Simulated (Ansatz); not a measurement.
Crystal: Ni.

```
Ni
1.0
    -1.38372    1.38372    1.38372
     1.38372   -1.38372    1.38372
     1.38372    1.38372   -1.38372
Ni
1
Direct
  0.00000 0.00000 0.00000
```

This isn't the form of Ni at room conditions, which is fcc.

Base run:

| Property | Result |
| --- | --- |
| Program | Ansatz 0.2.0 |
| Functional | PBEsol |
| Potentials or basis | all-electron LAPW, scalar-relativistic |
| Cutoff | 339 eV |
| Density cutoff | 1356 eV |
| Basis error allowed | 0.001 eV/atom |
| k mesh | 13 × 13 × 13 |
| Occupations | fermi-dirac, width 0.05 eV |
| Spin | collinear spin, ferromagnetic start |
| Starting moments | [1.0] μB |

Its results: band gap on the k mesh none (metal or under the smearing width); pressure -2.4 GPa; net moment 0.59 μB per cell; site moments Ni +0.61 μB.

The run is repeated on the same cell with these changes: hubbard terms from none to Ni d U = 4 eV. What comes out?

Band gap on the k mesh none (metal or under the smearing width); pressure -1.3 GPa; net moment 0.63 μB per cell; site moments Ni +0.66 μB.

Caveats: the magnetic state may not be the lowest (some runs); U is the effective U less J, on atomic orbitals that reach past the spheres (some runs); the U is typed as a test and isn't derived for this compound (some runs).

Not every run made on this cell is shown here.
